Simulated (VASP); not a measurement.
Here is a VASP 6.6.1 calculation.

Contents of INCAR:

```
PREC = Accurate
ENCUT = 600
EDIFF = 1E-7
ISMEAR = -1
SIGMA = 0.05
LREAL = False
LASPH = True
NELM = 80
ALGO = Fast
ISIF = 3
LWAVE = False
LCHARG = False
GGA = 91
IBRION = 2
NSW = 40
EDIFFG = -0.01
```

The input KPOINTS:

```
regular mesh
0
Gamma
  12 12 12
```

The input POSCAR:

```
Mo
1.0
   -1.5838089719      1.5838089719      1.5838089719
    1.5838089719     -1.5838089719      1.5838089719
    1.5838089719      1.5838089719     -1.5838089719
Mo
1
Direct
    0.0000000000      0.0000000000      0.0000000000
```

Potentials or basis: VASP PAW PBE potentials, release 64 (Mo_sv).

Run with:

```sh
$ cat potpaw_PBE.64/Mo_sv/POTCAR > POTCAR
$ mpirun -np 1 vasp_std > vasp.out
```

(1) What does it give for the space group after relaxing (to 0.05 Å)?

(2) Estimate the relaxed volume.

Results:

(1) Im-3m (No. 229).

(2) 15.86 Å³/atom.

Caveat: the PAW data sets were made with another functional, which shifts forces and pressure a little.
